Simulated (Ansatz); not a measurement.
InN in the wurtzite structure (space group P6_3mc, No. 186)

```
CELL_PARAMETERS angstrom
      3.53734     0.00000     0.00000
     -1.76867     3.06343     0.00000
      0.00000     0.00000     5.71395
ATOMIC_POSITIONS crystal
  In 0.66667 0.33333 0.00204
  In 0.33333 0.66667 0.50204
  N  0.66667 0.33333 0.62316
  N  0.33333 0.66667 0.12316
```

Method: plane-wave PAW DFT at the PBEsol level (Ansatz, a first-principles code, 420 eV), no SOC, earlier PAW set. k-mesh 11×11×6 (Γ-centred); smearing 0.05 eV (Fermi–Dirac).

The volume per atom is 15.48 Å³, the density comes out as 6.91 g/cm³ and the band gap is zero. The total energy is -2951.970 eV/atom (σ→0; compares only within this code and set-up).

No phonon test of stability was made. All final runs are without spin polarisation. The zero or small gap of InN can change with the level of theory.
